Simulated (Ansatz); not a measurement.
## Zone-centre phonons of InSb: input and output

Level of theory: DFT PBEsol, scalar-relativistic, plane waves, PAW in Ansatz.

Launched with:
```bash
ansatz run input.yaml --threads 1 --pin off --max-ram 4096MiB --backend cpu --events-out ev --progress --plain --runs-dir out
```

Input (bare energies are in eV):
```yaml
crystal:
  lattice:
    - [0.0, 3.2599290581, 3.2599290581]
    - [3.2599290581, 0.0, 3.2599290581]
    - [3.2599290581, 3.2599290581, 0.0]
  atoms:
    - { symbol: In, position: [0.0, 0.0, 0.0] }
    - { symbol: Sb, position: [0.25, 0.25, 0.25] }
basis:
  ecutwfc: 420
kpoints:
  mp_grid: { grid: [12, 12, 12] }
hamiltonian:
  xc: pbesol
scf:
  occupations: { method: fermi_dirac, width: 0.15 }
output:
  eigenvalues: true
phonons:
  method: dfpt
  eigenvectors: true
```

The end of the output:
```
--- Phonons (Γ-DFPT): 2 representative perturbations + reference, on 163 of 1728 k-points (Σ response iterations 6) ---
  k mesh reduced under 8 symmetry operations, with k and −k counted as one. Each operation leaves every solved displacement unchanged or reverses it
  ASR residual: 9.690e-5 → 0.000e0 eV/Å²; symmetrization residual: 2.983e-5 eV/Å²
  ASR residual per site (eV/Å²): 9.69e-5 7.56e-5
  Γ frequencies (cm⁻¹): 0.00 0.00 0.00 172.52 172.52 172.52
  non-analytic LO–TO correction: not included (Born effective charges unavailable; polar crystals: no LO–TO splitting at Γ)
```

Time: 79 s on 1 thread of Arm Neoverse V1, on a shared host, peak memory 0.91 GiB.

Without a gap, frequencies and elastic constants depend on the k mesh and the smearing, soft modes and shear constants most.

The bands only touch here, so at this level the crystal is a zero-gap semiconductor or semimetal, not an ordinary metal; spin–orbit coupling, left out, can open or move such a gap.